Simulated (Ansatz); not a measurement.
# Is this BN structure stable?

The structure comes from a generated guess, relaxed at this level; another structure or a mixture of phases may lie lower.

Method: DFT PBE+D3(BJ), scalar-relativistic, plane waves, PAW in Ansatz. Cutoff 420 eV, Γ-centred 12×12×1 mesh (4-atom cell), Gaussian smearing of 0.02 eV, no spin polarisation.

The sheet is periodic along a and b; c holds vacuum.

```xyz
4
Lattice="2.5078 -0.0042 0.0000 -1.2502 2.1739 0.0000 0.0000 0.0000 30.8282" Properties=species:S:1:pos:R:3 pbc="T T F"
B     2.1951    0.1772    7.3233
B     0.9414    0.9034   10.6767
N     0.9425    0.9033    7.3218
N     2.1941    0.1774   10.6782
```

Energies over the elements count from the elements' standard structures at the same level (N₂ as a molecule), with no fitted energy shifts.

Q: These tests were run: energy against the elements; random kick, then relaxation without symmetry; phonons at Γ. What do they show?

A:

```
                                         test                       result
                  energy against the elements               −1.244 eV/atom
random kick, then relaxation without symmetry                      returns
                                 phonons at Γ  lowest optical mode 30 cm⁻¹
```

It fails none of these tests. Other phases of the system weren't compared here, so this isn't yet thermodynamic stability. Phonons away from Γ weren't computed.

The kick test ran on a coarse mesh. The run for the phonons used a 12×12×1 k mesh.
